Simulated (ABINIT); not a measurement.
The system is HfC.

```
Hf C
1.0
     0.00000    2.32500    2.32500
     2.32500    0.00000    2.32500
     2.32500    2.32500    0.00000
Hf C
1 1
Direct
  0.50000 0.50000 0.50000
  0.00000 0.00000 0.00000
```

* Program: ABINIT 10.8.3 (patched build)
* Task: relaxation of cell and atoms
* Functional: PBEsol
* Potentials or basis: PseudoDojo NC SR PBEsol v0.4.1 standard
* Cutoff: 1116 eV
* k mesh: 8 × 8 × 8
* Occupations: fermi-dirac, width 0.05 eV
* Spin: no spin polarisation

At the start: pressure -6.2 GPa; volume 12.57 Å³/atom.

Problem. How do energy, volume and symmetry change on relaxing?

Solution. Over 4 steps the energy falls by 6.3 meV/atom and the volume is 12.25 Å³/atom (-2.6 %); space group Fm-3m (No. 225, to 0.05 Å).

The path:
```csv
step,energy change (eV),largest force (eV/Å),pressure (GPa),volume (Å³)
1,0.0000,0.0000,-6.18,25.14
2,-0.0117,0.0000,-1.72,24.66
3,-0.0127,0.0000,0.06,24.49
4,-0.0127,0.0000,0.00,24.49
```

Final structure:
```cif
data_structure
_symmetry_space_group_name_H-M 'P 1'
_symmetry_Int_Tables_number 1
_cell_length_a 3.2598
_cell_length_b 3.2598
_cell_length_c 3.2598
_cell_angle_alpha 60.000
_cell_angle_beta 60.000
_cell_angle_gamma 60.000
_cell_volume 24.49
loop_
_atom_site_label
_atom_site_type_symbol
_atom_site_fract_x
_atom_site_fract_y
_atom_site_fract_z
_atom_site_occupancy
Hf1 Hf 0.50000 0.50000 0.50000 1
C1 C 0.00000 0.00000 0.00000 1
```
